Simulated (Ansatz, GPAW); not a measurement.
Given: the input of a run of Ansatz 0.2.0 on CuI (Marshite). 

Contents of input.yaml:

```yaml
crystal:
  lattice:
    - [0.0, 3.0315, 3.0315]
    - [3.0315, 0.0, 3.0315]
    - [3.0315, 3.0315, 0.0]
  atoms:
    - { symbol: I, position: [0.0, 0.0, 0.0] }
    - { symbol: Cu, position: [0.75, 0.75, 0.75] }
hamiltonian:
  xc: pbe
  pseudopotentials: { kind: paw }
kpoints:
  mp_grid: { grid: [8, 8, 8] }
scf:
  occupations: { method: gaussian, width: 0.016 }
output:
  forces: true
  stress: true
  eigenvalues: true
```

Potentials or basis: Ansatz PAW.

Run with:

```console
$ ansatz run input.yaml --threads 2 --pin off --max-ram 5632MiB --backend cpu --events-out ev --progress --plain --runs-dir out
```

Set up the same calculation for GPAW 26.7.0 (ASE script). Potentials or basis there: GPAW PAW data sets (gpaw-data 1.2.1), cutoff 600 eV.

As run (cutoffs and basis follow the program's own potentials, and thresholds, step limits or extra output files can differ):

The input run.py:

```python
from ase.dft.bandgap import bandgap
from ase.io import read, write
from ase.units import GPa
from gpaw import GPAW, PW

atoms = read('CuI.xyz')

calc = GPAW(mode=PW(600),
            xc='PBE',
            kpts={'size': (8, 8, 8), 'gamma': True},
            occupations={'name': 'methfessel-paxton', 'order': 0, 'width': 0.016},
            nbands=19,
            convergence={'density': 1e-05, 'energy': 1e-05},
            maxiter=150,
            txt='gpaw.txt')
atoms.calc = calc
energy = atoms.get_potential_energy()
forces = atoms.get_forces()
stress = atoms.get_stress()
calc.write('gs.gpw')
write('result.traj', atoms)
print(f'Energy: {energy:.6f} eV')
print('Forces (eV/A):')
print(forces.round(4))
print('Stress (GPa):', (stress / GPa).round(3))
print('Fermi level:', round(calc.get_fermi_level(), 4), 'eV')
print(f'Gap: {bandgap(calc)[0]:.4f} eV, direct: {bandgap(calc, direct=True)[0]:.4f} eV')
```

CuI.xyz

```xyz
2
Lattice="0.0000000000 3.0315000000 3.0315000000 3.0315000000 0.0000000000 3.0315000000 3.0315000000 3.0315000000 0.0000000000" Properties=species:S:1:pos:R:3 pbc="T T T"
I      0.0000000000      0.0000000000      0.0000000000
Cu     4.5472500000      4.5472500000      4.5472500000
```

Potentials or basis: GPAW PAW data sets (gpaw-data 1.2.1), pw.

The run is started by

```sh
$ OMP_NUM_THREADS=1 python run.py
```

Both were run:

|  | Ansatz | GPAW |
| --- | --- | --- |
| Pressure | 0.3 GPa | 0.9 GPa |

Ansatz's pressure holds a Pulay term of +0.04 GPa for its cutoff of 420 eV, which the other run lacks.

The potentials hold 36 and 18 valence electrons a cell.

Where Ansatz's input types no cutoff or centring, it takes its own default and a Γ-centred mesh.

Pressure is positive in compression.
